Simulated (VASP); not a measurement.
Input of a VASP 6.6.1 run:

Contents of INCAR:

```
PREC = Accurate
ENCUT = 520
EDIFF = 1E-7
ISMEAR = 0
SIGMA = 0.02
LREAL = Auto
LASPH = T
NELM = 100
ALGO = Fast
ISIF = 2
LWAVE = F
LCHARG = F
GGA = PE
NBANDS = 64
NELECT = 94.0
```

The input KPOINTS:

```
Automatic mesh
0
Gamma
  2 2 2
```

Contents of POSCAR:

```
Li15S8
1.0
    0.0000000000      5.7056319347     -5.7056319347
    5.7056319347      5.7056319347      0.0000000000
    5.7056319347      0.0000000000     -5.7056319347
Li S
15 8
Direct
    0.3262543959      0.4237456127      0.3262543959
    0.3739919652      0.8760080491      0.3739919652
    0.8827683870      0.3857065309      0.3664185710
    0.8827683870      0.8651063645      0.3664185710
    0.3664186586      0.3857064432      0.8827684747
    0.3664185710      0.8651063645      0.8827685623
    0.8785932141      0.3714068002      0.8785932141
    0.8902484524      0.8597515676      0.8902484524
    0.1252258309      0.1247741719      0.1252258309
    0.6303633044      0.1290938512      0.1217919431
    0.6303633920      0.6187508308      0.1217918555
    0.1217919431      0.1290938512      0.6303633044
    0.1217918555      0.6187508308      0.6303633920
    0.6190617517      0.1309382569      0.6190617517
    0.6217083472      0.6282916671      0.6217083472
   -0.0141236766      0.4991283231      0.5158668722
   -0.0009230354     -0.0009100657      0.5027431725
    0.4964382618      0.5039410240      0.4964382618
    0.4964382618      0.0031824696      0.4964382618
   -0.0004374625      0.4931387149      0.9995625489
   -0.0004375501      0.0077363034      0.9995624613
    0.5158667846      0.4991284108      0.9858762473
    0.5027431725     -0.0009100657      0.9990769761
```

Potentials or basis: VASP PAW PBE potentials, release 64 (Li_sv, S).

Command:

```console
$ cat potpaw_PBE.64/Li_sv/POTCAR potpaw_PBE.64/S/POTCAR > POTCAR
$ mpirun -np 1 vasp_std > vasp.out
```

(1) Estimate the largest force.

(2) Estimate the band gap on the k mesh.

Answers

(1) 0.352 eV/Å.

(2) 3.29 eV, direct.

Caveat: the k mesh is coarse (spacing up to 0.48 Å⁻¹), so the values aren't converged; the cell carries a net charge on a neutralising background, which shifts energy and pressure; the cell is charged against a uniform background, so pressure and absolute levels hang on convention.
